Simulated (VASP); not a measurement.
# Mo: single point with PBE

Crystal: Mo.

```
Mo
1.0
     2.74947    0.00000    0.00000
    -1.37474    2.38111    0.00000
     0.00000    0.00000    4.92322
Mo
2
Direct
  0.33333 0.66667 0.75000
  0.66667 0.33333 0.25000
```

The cell was built by a generator and needn't be a form met in nature.

```yaml
Program: VASP 6.6.1
Task: single point
Functional: PBE
Potentials_or_basis: VASP PAW PBE potentials, release 64 (Mo_sv)
Cutoff: 520 eV
k_mesh: 8 × 8 × 4
Occupations: gaussian, width 0.05 eV
Spin: no spin polarisation
```

```
Pressure               : 0.4 GPa
Band gap on the k mesh : none (metal or under the smearing width)
```

Stress tensor (GPa, compression positive):
```
0.49 0.00 0.00
0.00 0.49 0.00
0.00 0.00 0.35
```

Levels at points of the mesh, in eV from the Fermi level:
| k point | band 12 | band 13 | band 14 | band 15 | band 16 | band 17 |
| --- | --- | --- | --- | --- | --- | --- |
| (0.00, 0.00, 0.00) | -0.57 | -0.57 | -0.09 | -0.09 | 0.55 | 1.54 |
| (0.50, 0.00, 0.00) | -1.19 | -0.32 | -0.30 | -0.15 | 3.65 | 4.56 |
| (0.00, 0.00, 0.50) | -1.90 | -0.53 | -0.53 | -0.53 | -0.53 | 2.75 |
| (0.50, 0.00, 0.50) | -3.26 | 1.29 | 1.29 | 1.81 | 1.81 | 4.63 |

Wall time 15 s on 1 thread of Intel(R) Xeon(R) Platinum 8488C (Sapphire Rapids) (shared host), peak memory 0.14 GiB.
